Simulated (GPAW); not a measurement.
Wanted: an ASE script for a GPAW 26.7.0 run.

* Task: equation of state
* Functional: PBE
* Potentials or basis: GPAW PAW data sets (gpaw-data 1.2.1)
* Cutoff: 600 eV
* Basis: pw
* k mesh: 7 × 7 × 7
* Occupations: fermi-dirac, width 0.05 eV
* Spin: no spin polarisation
* Maxiter: 150
* Eos scales: [0.94, 0.96, 0.98, 1.0, 1.02, 1.04, 1.06]

The structure of PbS lies in PbS.xyz:

```xyz
2
Lattice="3.6536590000 0.0000000000 0.0000000000 0.0000000000 3.6536590000 0.0000000000 0.0000000000 0.0000000000 3.6536590000" Properties=species:S:1:pos:R:3 pbc="T T T"
Pb     0.0000000000      0.0000000000      0.0000000000
S      1.8268295000      1.8268295000      1.8268295000
```

Measurements of this composition are mostly on another form, of space group No. 225.

The input as run:

run.py

```python
from ase.eos import EquationOfState
from ase.io import Trajectory, read
from ase.units import GPa
from gpaw import GPAW, PW

atoms = read('PbS.xyz')

traj = Trajectory('eos.traj', 'w')
volumes, energies = [], []
for x in [0.94, 0.96, 0.98, 1.0, 1.02, 1.04, 1.06]:
    a = atoms.copy()
    a.set_cell(atoms.cell * x**(1 / 3), scale_atoms=True)
    calc = GPAW(mode=PW(600),
                xc='PBE',
                kpts={'size': (7, 7, 7), 'gamma': True},
                occupations={'name': 'fermi-dirac', 'width': 0.05},
                nbands=19,
                convergence={'density': 1e-05, 'energy': 1e-05},
                maxiter=150,
                txt=f'eos-{x:.2f}.txt')
    a.calc = calc
    energies.append(a.get_potential_energy(force_consistent=True))
    volumes.append(a.get_volume())
    p = -a.get_stress()[:3].mean() / GPa
    calc.write(f'eos-{x:.2f}.gpw')
    traj.write(a)
    print(f'{x:.2f} {volumes[-1]:10.4f} A^3 {energies[-1]:14.6f} eV {p:9.3f} GPa', flush=True)

v0, e0, B = EquationOfState(volumes, energies, eos='birchmurnaghan').fit()
print(f'V0 = {v0:.4f} A^3, E0 = {e0:.6f} eV, B0 = {B / GPa:.2f} GPa')
```

Potentials or basis: GPAW PAW data sets (gpaw-data 1.2.1), pw.

Run with:

```bash
$ OMP_NUM_THREADS=1 python run.py
```

Results of the run:

| Property | Result |
| --- | --- |
| Equilibrium volume | 24.27 Å³/atom |
| Bulk modulus | 52 GPa |
| Pressure derivative of the bulk modulus | 2.9 (rough: it moves with the points fitted) |

Run time: 84 s on 1 thread of Arm Neoverse V1, on a shared host, peak memory 0.21 GiB.
